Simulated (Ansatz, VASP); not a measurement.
# KBr in VASP and in Ansatz

INCAR

```
PREC = Accurate ; ENCUT = 520
EDIFF = 1E-6 ; ISMEAR = 0
SIGMA = 0.05 ; LREAL = False
LASPH = True ; NELM = 100
ALGO = Normal ; ISIF = 2
LWAVE = False ; LCHARG = False
GGA = PS ; NBANDS = 15
```

The input KPOINTS:

```
Automatic mesh
0
Gamma
  6 6 6
```

Contents of POSCAR:

```
KBr
1.0
    0.0000000000      3.1608000000      3.2925000000
    3.1608000000      0.0000000000      3.2925000000
    3.1608000000      3.1608000000      0.0000000000
K Br
1 1
Direct
    0.0000000000      0.0000000000      0.0000000000
    0.5000000000      0.5000000000      0.5000000000
```

Input for Ansatz:

```yaml
crystal:
  lattice:
    - [0.0, 3.1608, 3.2925]
    - [3.1608, 0.0, 3.2925]
    - [3.1608, 3.1608, 0.0]
  atoms:
    - { symbol: K, position: [0.0, 0.0, 0.0] }
    - { symbol: Br, position: [0.5, 0.5, 0.5] }
basis:
  ecutwfc: 420
kpoints:
  mp_grid: { grid: [6, 6, 6] }
hamiltonian:
  xc: pbesol
scf:
  occupations: { method: gaussian, width: 0.05 }
output:
  forces: true
  stress: true
  eigenvalues: true
```

Change from the starting cell: strain -0.040 along x and y, +0.000 along z, atoms carried along.

Alike in both runs: task single point; functional PBEsol; k mesh 6 × 6 × 6; occupations gaussian, width 0.05 eV; no spin polarisation.

|  | VASP | Ansatz |
| --- | --- | --- |
| version | VASP 6.6.1 | Ansatz 0.2.0 |
| potentials or method | VASP PAW PBE potentials, release 64 (K_sv, Br) | scalar-relativistic, plane waves, PAW |
| plane-wave cutoff (eV) | 520 | 420 |
| valence electrons in the cell | 16 | 16 |

Ansatz gave:

- gap on the k mesh at the Fermi level (eV): 4.49
- least direct gap on the mesh (eV): 4.49
- pressure (GPa): 1.3
- largest component of the traceless stress (GPa): 1.14

Task: Estimate VASP's values.

Result: gap on the k mesh at the Fermi level (eV): 4.49; least direct gap on the mesh (eV): 4.49; pressure (GPa): 1.4; largest component of the traceless stress (GPa): 1.17.

Caveats: the PAW data sets were made with another functional, which shifts forces and pressure a little (VASP).
